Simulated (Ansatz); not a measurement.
Selenium (simple cubic) across density functionals

All rows: Ansatz, plane waves with scalar-relativistic PAW, 420 eV (500 eV for the SCAN forms), relaxed under each functional, no dispersion correction, no zero-point motion. B₀ comes from uniform scaling at fixed shape; a dash is a value not given.

```
functional  V (Å³/atom)         cell  B₀ (GPa)     magnetic state  ΔE to trigonal (grey) selenium (meV/atom)
       PBE        22.68  a = 2.831 Å        70  spin not included                                        182
    r²SCAN        22.29  a = 2.814 Å        77  spin not included                                        264
    PBEsol        21.63  a = 2.786 Å        82  spin not included                                        104
       LDA        21.24  a = 2.769 Å        86  spin not included                                         82
    revPBE        23.11  a = 2.848 Å        66  spin not included                                        306
      RPBE        23.28  a = 2.855 Å        64  spin not included                                        344
      BLYP        24.61  a = 2.909 Å        57  spin not included                                        303
```

LDA gives the smallest volume and BLYP the largest.
